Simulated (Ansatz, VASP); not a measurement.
**PbS (Galena): VASP beside Ansatz**

Aim: how closely do two programs agree when they are given the same cell, functional and k mesh? The cell is taken from a series of VASP runs on this material, whose earlier steps may have relaxed, scaled or displaced it; both programs get it as it stands.

Main program and level: Ansatz 0.2.0; plane waves, with VASP 6.6.1 beside it; relaxation of cell and atoms at LDA.

## (1) The structure

The structure is cubic, space group Fm-3m (No. 225). Conventional cell: a = 5.844 Å, b = 5.844 Å, c = 5.844 Å, α = 90.00°, β = 90.00°, γ = 90.00°. Nearest to Pb lie 6 S at 2.92 Å. S has 6 Pb at 2.92 Å nearest. Farther neighbours and most contacts between anions are not listed.

## (2) VASP: relaxation of cell and atoms, LDA

The relaxed volume is the usual yardstick between codes: its relative difference is about their pressure difference at one cell divided by the bulk modulus.

Lines of VASP's logs that name or quote its potential files are left out, and so is its time.

File INCAR:

```
SYSTEM = PbS
PREC = Accurate
ENCUT = 450
EDIFF = 1E-06
NELM = 100
ISMEAR = 0
SIGMA = 0.03
LREAL = .FALSE.
ALGO = Normal
GGA = CA
NBANDS = 16
LORBIT = 11
LWAVE = .FALSE.
LCHARG = .FALSE.
KPAR = 2
IBRION = 2
NSW = 50
ISIF = 3
EDIFFG = -0.004
```

File POSCAR:

```
PbS
1.0
    0.0000000000      2.9218041212      2.9218041212
    2.9218041212      0.0000000000      2.9218041212
    2.9218041212      2.9218041212      0.0000000000
Pb S
1 1
Direct
    0.0000000000      0.0000000000      0.0000000000
    0.5000000000      0.5000000000      0.5000000000
```

File KPOINTS:

```
Automatic mesh
0
Gamma
6 6 6
0 0 0
```

PAW data sets: Pb_d and S (LDA family, release 64).

Command:

```
$ mpirun -np 2 vasp_std
```

Numbers of over 12 decimals in the logs are rounded to 6 here.

Log:

```text
[banner, memory and clock lines left out]
running    2 mpi-ranks, on    1 nodes
 distrk:  each k-point on    1 cores,    2 groups
 distr:  one band on    1 cores,    1 groups

 POSCAR found type information on POSCAR PbS
 POSCAR found :  2 types and       2 ions
 LDA part: xc-table for (Slater(with rela. corr.)+CA(PZ))
 , standard interpolation
 POSCAR, INCAR and KPOINTS ok, starting setup
 FFT: planning ... GRIDC
 FFT: planning ... GRID_SOFT
 FFT: planning ... GRID
 WAVECAR not read
 entering main loop
       N       E                     dE             d eps       ncg     rms          rms(c)
DAV:   1     0.146681399091E+03    0.14668E+03   -0.91527E+03   512   0.120E+03
DAV:   2    -0.423539683459E+00   -0.14710E+03   -0.14242E+03   552   0.305E+02
DAV:   3    -0.102046681909E+02   -0.97811E+01   -0.97398E+01   704   0.846E+01
DAV:   4    -0.104140539849E+02   -0.20939E+00   -0.20934E+00   624   0.146E+01
DAV:   5    -0.104229489927E+02   -0.88950E-02   -0.88948E-02   768   0.259E+00    0.483E+00
DAV:   6    -0.100130177634E+02    0.40993E+00   -0.12546E+00   808   0.822E+00    0.344E+00
DAV:   7    -0.100054434423E+02    0.75743E-02   -0.10217E-01   672   0.171E+00    0.186E+00
DAV:   8    -0.100023346401E+02    0.31088E-02   -0.12533E-02   648   0.111E+00    0.196E-01
DAV:   9    -0.100018030754E+02    0.53156E-03   -0.34073E-03   800   0.447E-01    0.602E-02
DAV:  10    -0.100018118595E+02   -0.87840E-05   -0.25528E-04   672   0.953E-02    0.191E-02
DAV:  11    -0.100018112869E+02    0.57257E-06   -0.24957E-05   704   0.325E-02    0.824E-03
DAV:  12    -0.100018111852E+02    0.10171E-06   -0.25931E-06   592   0.251E-02
   1 F= -.10001811E+02 E0= -.10001601E+02  d E =-.100018E+02
[...]
2 F= -.10001820E+02 E0= -.10001628E+02  d E =-.901866E-05
[...]
3 F= -.10001758E+02 E0= -.10001613E+02  d E =0.528569E-04
[...]
4 F= -.10001819E+02 E0= -.10001636E+02  d E =-.746482E-05
 curvature:  -0.02 expect dE=-0.282E-06 dE for cont linesearch -0.282E-06
 ZBRENT: interpolating
 opt :   1.2723  next Energy=   -10.001822 (dE=-0.104E-04)
 bond charge predicted
       N       E                     dE             d eps       ncg     rms          rms(c)
DAV:   1    -0.100018393413E+02   -0.20791E-04   -0.54988E-04   640   0.399E-01    0.270E-02
DAV:   2    -0.100018225314E+02    0.16810E-04   -0.35491E-05   672   0.993E-02    0.820E-03
DAV:   3    -0.100018201731E+02    0.23583E-05   -0.86777E-06   520   0.513E-02    0.215E-03
DAV:   4    -0.100018201800E+02   -0.69099E-08   -0.30455E-07   272   0.562E-03
   5 F= -.10001820E+02 E0= -.10001632E+02  d E =-.899478E-05
 curvature:  -0.11 expect dE=-0.132E-06 dE for cont linesearch -0.132E-06
 trial: gam= 0.00000 g(F)=  0.249E-61 g(S)=  0.117E-05 ort =-0.378E-05 (trialstep = 0.105E+01)
 search vector abs. value=  0.117E-05
 reached required accuracy - stopping structural energy minimisation
```

Parts of OUTCAR (step 2):

```text
ion  position               nearest neighbor table
   1  0.000  0.000  0.000-   2 2.92   2 2.92   2 2.92   2 2.92   2 2.92   2 2.92
   2  0.500  0.500  0.500-   1 2.92   1 2.92   1 2.92   1 2.92   1 2.92   1 2.92

  LATTYP: Found a face centered cubic cell.
 ALAT       =     5.8436082424

 Subroutine GETGRP returns: Found 48 space group operations
 (whereof 48 operations were pure point group operations)

The static configuration has the point symmetry O_h .

 Found     16 irreducible k-points:

   k-points           NKPTS =     16   k-points in BZ     NKDIM =     16   number of bands    NBANDS=     16

   dimension x,y,z NGX =    30 NGY =   30 NGZ =   30
   dimension x,y,z NGXF=    60 NGYF=   60 NGZF=   60

   ENCUT  =  450.0 eV  33.07 Ry    5.75 a.u.   7.15  7.15  7.15*2*pi/ulx,y,z

   NELECT =      20.0000    total number of electrons

 k-points in reciprocal lattice and weights: Automatic mesh
   0.00000000  0.00000000  0.00000000       0.005
   0.16666667  0.00000000  0.00000000       0.037
   0.33333333  0.00000000  0.00000000       0.037
   0.50000000  0.00000000  0.00000000       0.019
   0.16666667  0.16666667  0.00000000       0.028
   0.33333333  0.16666667  0.00000000       0.111
   0.50000000  0.16666667  0.00000000       0.111
  -0.33333333  0.16666667  0.00000000       0.111
  -0.16666667  0.16666667  0.00000000       0.056
[...]
-0.33333333  0.33333333  0.16666667       0.111
  -0.33333333  0.50000000  0.16666667       0.056

 average (electrostatic) potential at core
       1 -91.1356       2 -85.6894

 E-fermi :   6.2601

 k-point     1 :       0.0000    0.0000    0.0000
  band No.  band energies     occupation
    ...
      6      -7.7950      2.00000
      7       0.1854      2.00000
      8       3.7992      2.00000
      9       3.7992      2.00000
     10       3.7992      2.00000
     11      11.3862      0.00000
     12      11.3862      0.00000
     13      11.3862      0.00000
     14      12.7207      0.00000
     15      12.7207      0.00000
    ...

 k-point     2 :       0.1667    0.0000    0.0000
  band No.  band energies     occupation
    ...
      6      -7.5391      2.00000
      7      -0.6819      2.00000
      8       3.8816      2.00000
      9       3.8816      2.00000
     10       4.4373      2.00000
     11       9.4820      0.00000
     12      10.0991      0.00000
     13      10.0991      0.00000
     14      12.6583      0.00000
     15      13.3542      0.00000
    ...

 k-point     3 :       0.3333    0.0000    0.0000
  band No.  band energies     occupation
    ...
      6      -6.8777      2.00000
      7      -2.1908      2.00000
      8       4.0958      2.00000
      9       4.0958      2.00000
     10       5.3869      2.00000
     11       7.5055      0.00000
     12       8.5549      0.00000
     13       8.5549      0.00000
     14      13.3744      0.00000
     15      14.7902      0.00000
    ...

  Total       -0.0040148     -0.0040148     -0.0040148      0.0000000     -0.0000000      0.0000000
  in kB       -0.1287862     -0.1287862     -0.1287862      0.0000000     -0.0000000      0.0000000
  external PRESSURE =      -0.1287862 kB  Pullay stress =       0.0000000 kB

  energy-cutoff  :      450.00
  volume of cell :       49.95
      direct lattice vectors                 reciprocal lattice vectors
     0.000000000  2.922970460  2.922970460    -0.171058862  0.171058862  0.171058862
     2.922970460  0.000000000  2.922970460     0.171058862 -0.171058862  0.171058862
     2.922970460  2.922970460 -0.000000000     0.171058862  0.171058862 -0.171058862

 POSITION                                       TOTAL-FORCE (eV/Angst)
 -----------------------------------------------------------------------------------
      0.00000      0.00000      0.00000         0.000000      0.000000      0.000000
      2.92297      2.92297      2.92297        -0.000000     -0.000000     -0.000000
 -----------------------------------------------------------------------------------
    total drift:                               -0.000000      0.000000      0.000000

  FREE ENERGIE OF THE ION-ELECTRON SYSTEM (eV)
  ---------------------------------------------------
  free  energy   TOTEN  =       -10.0018201800 eV

  energy  without entropy=      -10.0014439423  energy(sigma->0) =      -10.00163206

 reached required accuracy - stopping structural energy minimisation

 total charge
# of ion       s       p       d       tot
------------------------------------------
    1        1.479   0.553   9.845  11.878
    2        1.354   2.322   0.000   3.676
--------------------------------------------------
tot          2.833   2.876   9.845  15.554

[... 3 further parts left out ...]
```

CONTCAR:

```
PbS
   1.00000000000000
     0.0000000000000000    2.9229704596617330    2.9229704596617330
     2.9229704596617330    0.0000000000000000    2.9229704596617330
     2.9229704596617330    2.9229704596617330   -0.0000000000000000
  Pb              S
     1     1
Direct
     0.0000000000000000    0.0000000000000000    0.0000000000000000
     0.5000000000000000    0.5000000000000000    0.5000000000000000
```

The gap is read on the k-mesh alone, so it is an upper bound where the band edges lie off the mesh. The gap is under twice the smearing width, so the edge states are partly filled and the run can't tell a small gap from a semimetal.

## (3) Ansatz: relaxation of cell and atoms, LDA

Ansatz runs on its default PAW (the set named soft_2) files.

The same cell, functional (in two slightly different forms), mesh and smearing now go to Ansatz, which takes its cutoff from its data sets.

File input.yaml:

```yaml
crystal:
  lattice:
    - [0.0, 2.9218041212, 2.9218041212]
    - [2.9218041212, 0.0, 2.9218041212]
    - [2.9218041212, 2.9218041212, 0.0]
  atoms:
    - { symbol: Pb, position: [0.0, 0.0, 0.0] }
    - { symbol: S, position: [0.5, 0.5, 0.5] }
hamiltonian:
  xc: lda
  pseudopotentials: { kind: paw }
kpoints:
  mp_grid: { grid: [6, 6, 6] }
scf:
  occupations: { method: gaussian, width: 0.03 }
relax:
  f_tol: 0.01
  max_steps: 60
  cell: { stress_tol: 0.05 }
output:
  forces: true
  stress: true
```

Command:

```
$ ansatz run input.yaml --threads 4 --pin off --max-ram 9216MiB --backend cpu --events-out ev --progress --plain --runs-dir out
```

Log:

```text
Engine: ansatz 0.2.0, aarch64-unknown-linux-gnu
Pseudopotentials: kind: paw
Pseudopotential: Pb, paw, valence charge 14, recommended cutoff 420 eV (normal), Pb.paw.azcp
Pseudopotential: S, paw, valence charge 6, recommended cutoff 420 eV (normal), S.paw.azcp
Functional definition: SPW92
  exchange = slater_x
  correlation = pw_c
Crystal: 2 atoms, lattice volume = 49.887 Å³
Basis set: ecut = 420 eV, 941 PW (Γ)
Bands: 14, of which v1, the nominal top of the filled ones, is band 10 counted from 1 (9 counted from 0)
Symmetry: 48 space group operations
Space group: Fm-3m (ITA 225), of the structure as read, at distance tolerance 3.7e-5 Å
k-points: 16 of 216
Non-local potential: Pb, projectors of the file, l = 0: 2, l = 1: 2, l = 2: 2, l = 3: 2
Non-local potential: S, projectors of the file, l = 0: 2, l = 1: 2, l = 2: 2
PAW form: soft (Blöchl's): semilocal exchange-correlation on the pseudo side does not see the compensation charge
PAW frozen core: Pb, regenerated for the run's functional, and the local potential with it (the file was generated under x = pbe(κ = 0.804, μ = 0.219515), c = pbe(β = 0.066725))
PAW frozen core: S, regenerated for the run's functional, and the local potential with it (the file was generated under x = pbe(κ = 0.804, μ = 0.219515), c = pbe(β = 0.066725))
PAW one-centre angular grid: Pb, 590 points (default); XC on 64 Gauss nodes
PAW one-centre angular grid: S, 110 points (default); XC on 64 Gauss nodes
Initial density: superposition of atomic densities (neutral atoms: chi_scale 0, normalization atom), corrected by the library's trained network
Initial wavefunctions: pseudopotential atomic-orbital guess
Functional: x = slater, c = lda
SCF iter   1: F=—  HF=-12472.966810 eV  |F-HF|=—  |Δ(HF+E_count)|=         —  Δρ=6.16e-3  dr2=2.74e-2  ethr=1.77e-3  ⟨swp⟩=6.4  Hψ=1361  notcnv=0
preconditioner: auto → Kerker (q_TF=auto, 2.343 Å⁻¹)  [metal: Δε(μ)=0.001 eV  Ē_g=15.445 eV  σ=0.030 eV  W_gap=0.01  n_scr=14 (ndim 8)  ℏωp=23.5 eV  f_vac=0.000  D(μ)=1.39/eV (n_scr^D=14)]
SCF iter   2: F=—  HF=-12472.959171 eV  |F-HF|=—  |Δ(HF+E_count)|=   7.64e-3  Δρ=3.06e-3  dr2=5.32e-3  ethr=1.37e-4  ⟨swp⟩=1.6  Hψ=377  notcnv=0
preconditioner: auto → none  [insulator: Δε(μ)=0.039 eV  Ē_g=15.456 eV  σ=0.030 eV  W_gap=0.65  n_scr=14 (ndim 8)  ℏωp=23.5 eV  f_vac=0.000  D(μ)=0.91/eV (n_scr^D=0)  ε∞_Penn≈3.3]
SCF iter   3: F=—  HF=-12472.957470 eV  |F-HF|=—  |Δ(HF+E_count)|=   1.70e-3  Δρ=4.62e-4  dr2=1.64e-4  ethr=2.66e-5  ⟨swp⟩=2.0  Hψ=379  notcnv=0
SCF iter   4: F=—  HF=-12472.957416 eV  |F-HF|=—  |Δ(HF+E_count)|=   5.40e-5  Δρ=1.41e-4  dr2=1.42e-5  ethr=8.18e-7  ⟨swp⟩=2.0  Hψ=376  notcnv=0
SCF iter   5: F=—  HF=-12472.957414 eV  |F-HF|=—  |Δ(HF+E_count)|=   1.62e-6  Δρ=2.74e-5  dr2=1.65e-7  ethr=7.10e-8  ⟨swp⟩=2.4  Hψ=378  notcnv=0
SCF iter   6: F=-12472.957414 eV  HF=-12472.957414 eV  |F-HF|=1.60e-9  |Δ(HF+E_count)|=   8.35e-8  Δρ=3.16e-6  dr2=3.30e-9  ethr=5.00e-10  ⟨swp⟩=4.0  Hψ=683  notcnv=0
SCF 1 converged in 6 iterations: F = -12472.957414 eV  dr2 = 3.30e-9
  greatest PAW one-centre occupation: 0.982 electrons in one spin orbital (limit 2), on the Pb atom at site 0 (counted from 0), in its partial waves of l = 2
relax step   1: F+E_penalty+E_count = -12472.95741414 eV  Δ(F+E_penalty+E_count) = +0.000e0 eV  max|allowed force component| = 2.399e-30 eV/Å  Δτ_max = 0.0000 Å  P = +0.002 GPa  Ω = 49.887 Å³  (6 SCF iters, dr2 threshold 1.00e-7 eV, accepted)
Initial density: handed on by an earlier stage of this run
Initial wavefunctions: pseudopotential atomic-orbital guess (no wavefunctions were taken with the density)
iter 1 solved again at ethr=2.93e-7 eV; its pass at ethr=3.10e-3 eV (dr2=5.86e-5 eV) is discarded
SCF iter   1: F=—  HF=-12472.957410 eV  |F-HF|=—  |Δ(HF+E_count)|=         —  Δρ=2.75e-6  dr2=2.69e-9  ethr=2.93e-7  ⟨swp⟩=3.3  Hψ=1973  notcnv=0
eigensolver tolerance schedule: the retry pair's looser diagonalisation over-reported the residual by 21737.08 of it (diagonalisation noise at an unbounded share of the residual, at the tolerance the schedule requests for it); recorded, not acted on — ethr = c·dr2/N_el stays at c = 1.0e-1
preconditioner: auto → none  [insulator: Δε(μ)=0.063 eV  Ē_g=15.465 eV  σ=0.030 eV  W_gap=0.86  n_scr=14 (ndim 8)  ℏωp=23.5 eV  f_vac=0.000  D(μ)=0.47/eV (n_scr^D=0)  ε∞_Penn≈3.3]
SCF iter   2: F=—  HF=-12472.957414 eV  |F-HF|=—  |Δ(HF+E_count)|=   3.72e-6  Δρ=1.39e-6  dr2=5.02e-10  ethr=1.35e-11  ⟨swp⟩=3.1  Hψ=508  notcnv=0
SCF iter   3: F=—  HF=-12472.957414 eV  |F-HF|=—  |Δ(HF+E_count)|=  4.18e-11  Δρ=3.43e-7  dr2=6.37e-11  ethr=2.51e-12  ⟨swp⟩=2.0  Hψ=339  notcnv=0
iter 4 did not close the SCF: its close was put off for the readings that it lacked (scf_convergence_deferred on its scf_iter line)
SCF iter   4: F=-12472.957414 eV  HF=-12472.957414 eV  |F-HF|=3.64e-12  |Δ(HF+E_count)|=  2.18e-11  Δρ=8.89e-8  dr2=4.63e-12  ethr=1.00e-12  ⟨swp⟩=1.9  Hψ=360  notcnv=0
iter 5 did not close the SCF: its close was put off for the readings that it lacked (scf_convergence_deferred on its scf_iter line)
SCF iter   5: F=-12472.957414 eV  HF=-12472.957414 eV  |F-HF|=0.00e0  |Δ(HF+E_count)|=  1.82e-12  Δρ=1.51e-8  dr2=6.03e-14  ethr=1.00e-12  ⟨swp⟩=1.0  Hψ=224  notcnv=0
iter 6 did not close the SCF: its close was put off for the readings that it lacked (scf_convergence_deferred on its scf_iter line)
SCF iter   6: F=-12472.957414 eV  HF=-12472.957414 eV  |F-HF|=1.82e-12  |Δ(HF+E_count)|=  3.64e-12  Δρ=4.27e-9  dr2=6.82e-15  ethr=1.00e-12  ⟨swp⟩=1.0  Hψ=224  notcnv=0
iter 7 did not close the SCF: its close was put off for the readings that it lacked (scf_convergence_deferred on its scf_iter line)
SCF iter   7: F=-12472.957414 eV  HF=-12472.957414 eV  |F-HF|=9.09e-12  |Δ(HF+E_count)|=  1.09e-11  Δρ=8.80e-10  dr2=4.80e-16  ethr=1.00e-12  ⟨swp⟩=1.0  Hψ=224  notcnv=0
SCF iter   8: F=-12472.957414 eV  HF=-12472.957414 eV  |F-HF|=3.64e-12  |Δ(HF+E_count)|=  1.82e-12  Δρ=1.87e-10  dr2=9.95e-18  ethr=1.00e-12  ⟨swp⟩=2.1  Hψ=557  notcnv=0
SCF 2 converged in 8 iterations: F = -12472.957414 eV  dr2 = 9.95e-18
relax step   2: F+E_penalty+E_count = -12472.95741415 eV  Δ(F+E_penalty+E_count) = -7.076e-10 eV  max|allowed force component| = 2.925e-30 eV/Å  Δτ_max = 0.0000 Å  P = +0.002 GPa  Ω = 49.887 Å³  stress off target by 2.33e-3 GPa  SCF on the basis re-selected at this cell (its energy is not comparable with the rows above)  (8 SCF iters)
basis re-selected at this cell: Δ(F+E_penalty+E_count) = -7.076e-10 eV, ΔP = -0.000 GPa vs the last step (what re-selecting the basis moved, of the pressure what is left beyond the Pulay correction that the steps carried, after the strain that the cell walked since its last selection, with what the two solves' SCF thresholds leave and, on support functions, any second-order correction that the steps lacked; it is no  [...]
SCF converged after 8 iterations
Free energy (F): -12472.957414 eV
Harris-Foulkes:  -12472.957414 eV  (|F-HF|=3.64e-12)
Internal energy: -12472.957203 eV  (E = F + TS)
E sigma→0 (E₀):  -12472.957309 eV
Entropy (-TS):   -0.000211 eV (-0.105 meV/atom)
Fermi energy:    8.919717 eV
--- Per-component energies (eV) ---
  E_band       = -49.419089
  E_kinetic    = 395.392429
  E_local      = -1193.135867  (includes V_loc(G=0)·N_el)
  E_nonlocal   = 383.733759
  E_hartree    = 462.581771
  E_xc         = -316.385300
  E_vxc        = -222.368638  (∫ρ·V_xc dr)
  E_paw        = -10669.101235  (= ΣΔE_a)
  E_vpaw       = -338.204360  (= ΣTr[D̂ρ^β])
  E_aug_tail   = 0.000046  (compensation charges beyond the density's cutoff)
  E_ewald      = -1536.118291
  E_core_change = 0.075484  (= ΣΔE_core)
  E_smearing   = -0.000211  (= −TS)
  E_closure    = 0.000000  (closes the sum)
  Σ components = -12472.957414   (vs F -12472.957414, Δ=0.00e0)
--- Forces (eV/Å), atoms counted from 1 ---
  atom   1  Pb    -0.00000000     0.00000000    -0.00000000
  atom   2  S      0.00000000    -0.00000000     0.00000000
  max |Σ_I F_I| component: 3.09e-30 eV/Å
--- Stress (GPa, compression-positive) ---
        0.002333      -0.000000      -0.000000
       -0.000000       0.002333      -0.000000
        0.000000      -0.000000       0.002333
  P = ⅓ Tr σ = 0.0023 GPa (0.023 kbar)
--- Relaxed structure (1 steps of the walk, 1 accepted, 1 SCFs on fresh bases) ---
  F+E_penalty+E_count = -12472.95741415 eV   max|allowed force component| = 2.925e-30 eV/Å   (the final SCF, on the basis selected at the relaxed cell)
  cell:  # Å, volume = 49.8865 Å³
    - [0.0, 2.9218041212, 2.9218041212]
    - [2.9218041212, 0.0, 2.9218041212]
    - [2.9218041212, 2.9218041212, 0.0]
  atoms:
    - { symbol: Pb, position: [0.0, 0.0, 0.0] }
    - { symbol: S, position: [0.5, 0.5, 0.5] }
```

The job ended after 0.81 s (4 threads of Arm Neoverse V1, shared host; peak memory 0.3 GiB).

## (4) Side by side

Known differences besides the potentials themselves: the two LDA forms differ slightly; both relaxations stop at a tolerance, which leaves soft axes loose, and VASP keeps its plane-wave basis; the cutoff is 420 eV in Ansatz and 450 eV in VASP; VASP's log shows a relativistic correction to its local exchange, Ansatz's none; Ansatz adds a Pulay correction to the stress that steers its cell, VASP none. Total energies have different zeros and are not compared.

Both answers:

```
                                         quantity  Ansatz   VASP  difference
                                      volume (Å³)   49.89  49.95     -0.12 %
edge a after relaxation, in the typed setting (Å)   4.132  4.134     -0.04 %
```

The walks stopped with 0.00 GPa left in Ansatz and -0.01 GPa in VASP; each walk ends within a tolerance, so the volume difference is uncertain by about these residues over the bulk modulus, most in soft cells.

## (5) What came out

- difference in volume (relaxation of cell and atoms, LDA): -0.12 %

What this shows: The difference in volume is -0.12 % (relaxation of cell and atoms, LDA), within the 1.2 % picked in this series as the mark of a large difference, as far as the stopping tolerances let one tell. How closely two codes agree says nothing of how well the functional describes the real material.

[Lines on the potential files, build, host, timing and source positions are cut from VASP's logs without a mark.]

[Logs are printed without paths, hosts, clocks, repeated set-up lines and the standing remarks that a program may print on its own settings, such as how far it seeks lower states.]

[Hosts, paths, dates, database ids (printed as entryN), source tags and the programs' standing remarks are cut or masked in the printed files.]
